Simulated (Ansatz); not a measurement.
# Se (hcp type): how the settings move a single-point run

Aim: see which settings change the result for Se (hcp type), by how much, and at what cost.

Program: Ansatz 0.2.0. Level of theory: reference: DFT, PBE, all-electron PAW with datasets made for the crystal, scalar-relativistic. These are calculated values, not measurements.

1 further run of the same task is left out (set aside as unsound or not needed). Runs told in other sessions of the task aren't counted.

### 1 The structure to begin with

Symmetry: C2/m, No. 12, monoclinic system. The conventional cell has a = 5.378 Å, b = 3.105 Å, c = 5.030 Å, α = 90.00°, β = 90.00°, γ = 90.00°. Se (site symmetry m) is surrounded by 3 Se at 2.53 to 2.85 Å.

Structure file:

```xyz
2
Lattice="3.1050 0.0000 0.0000 -1.5525 2.6890 0.0000 0.0000 0.0000 5.0302" Properties=species:S:1:pos:R:3 pbc="T T T"
Se   -0.1397    1.7120    1.0312
Se    1.6922    0.9770    3.9990
```

### 2 Reference

The input, input.yaml:

```yaml
crystal:
  lattice:
    - [3.105044877, 0.0, 0.0]
    - [-1.5525224385, 2.6890477434, 0.0]
    - [0.0, 0.0, 5.0301727007]
  atoms:
    - { symbol: Se, position: [0.2733333333, 0.6366666667, 0.205] }
    - { symbol: Se, position: [0.7266666667, 0.3633333333, 0.795] }
kpoints:
  mp_grid: { grid: [11, 11, 6] }
scf:
  occupations: { method: fermi_dirac, width: 0.05 }
hamiltonian:
  xc: pbe
  pseudopotentials: { kind: all_electron, datasets: crystal }
output:
  forces: true
  stress: true
  eigenvalues: true
  efg: { contact_densities: true }
```

Launch:

```console
> ansatz run input.yaml --threads 1 --pin off --max-ram 2048MiB --backend cpu --events-out ev --progress --plain --runs-dir out
```

### 3 Variant: preconditioner kerker

Changes to input.yaml since step 2:

```diff
@@ -12,2 +12,3 @@
   occupations: { method: fermi_dirac, width: 0.05 }
+  mixing: { preconditioner: kerker }
 hamiltonian:
```

Before running it: what results should come out? Wanted: for each run, ending; energy change; pressure; gap; force.

As calculated:

| run | ending | energy change | pressure (GPa) | gap (eV) | force (eV/Å) | cycles | time |
| --- | --- | --- | --- | --- | --- | --- | --- |
| reference | converged | 0 | 4.3 | 0.00 | 0.07 | 7 | 13 s |
| 1: preconditioner kerker | converged | 0.0 meV/atom | 4.3 | 0.00 | 0.07 | 7 | 12 s |

Residual by cycle in the longest SCF loop of each run; runs are numbered as in the table. The quantity is the density residual dr2, in eV.

| cycle | reference | run 1 |
| --- | --- | --- |
| 1 | 0.0617 | 0.0617 |
| 2 | 0.0241 | 0.0241 |
| 3 | 0.00295 | 8.7e-4 |
| 4 | 7.6e-4 | 2.6e-4 |
| 5 | 2.5e-6 | 4.4e-6 |
| 6 | 1.5e-6 | 4.5e-7 |
| 7 | 2.4e-8 | 2.3e-8 |

What this shows: Energy and cycle count are those of the reference, so the change (mixing) left the result and the number of cycles as they were. Semilocal functionals close small gaps, so the missing gap need not be the real solid's.
